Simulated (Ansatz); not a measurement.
**PbSe in Ansatz: convergence with scf exx energy threshold**

Input of the first run (scf exx energy threshold 0.01); the others differ in this setting and in those tied to it:

Contents of input.yaml:

```yaml
crystal:
  lattice:
    - [3.784322, 0.0, 0.0]
    - [0.0, 3.784322, 0.0]
    - [0.0, 0.0, 3.784322]
  atoms:
    - { symbol: Pb, position: [0.0, 0.0, 0.0] }
    - { symbol: Se, position: [0.5, 0.5, 0.5] }
hamiltonian:
  xc: hse06
  pseudopotentials: { kind: paw, source: jth }
kpoints:
  mp_grid: { grid: [4, 4, 4] }
scf:
  occupations: { method: cold, width: 0.05 }
  exx: { energy_threshold: 0.01 }
output:
  forces: true
  stress: true
  eigenvalues: true
```

Potentials or basis: JTH PAW.

Command:

```console
$ ansatz run input.yaml --threads 2 --pin off --max-ram 5632MiB --backend cpu --events-out ev --progress --plain --runs-dir out
```

Measurements of this composition are mostly on another form, of space group No. 225.

Hardware: 2 threads of Arm Neoverse V2, on a shared host.

| scf exx energy threshold | energy less the tightest run, at zero smearing (meV/atom) | SCF cycles | CPU time (s) | peak memory (GiB) |
| --- | --- | --- | --- | --- |
| 0.01 | 0.00 | 17 | 210 | 2.9 |
| 0.001 | 0.00 | 17 | 210 | 2.9 |
| 0.0001 | 0.00 | 17 | 220 | 2.9 |
| 1e-05 | 0.00 | 17 | 220 | 2.9 |
| 1e-06 | 0.00 | 19 | 220 | 2.9 |
| 1e-07 | 0.00 | 19 | 220 | 2.9 |

Against the tightest run, the energy stays within 1 meV/atom from 0.01 on. The tightest run that finished is the yardstick and may itself not be fully converged.

Caveat, for the tightest run too: the k mesh is coarse (spacing up to 0.42 Å⁻¹), so the values aren't converged, least of all with exact exchange. Spin-orbit coupling is left out, which matters for the levels of Pb.
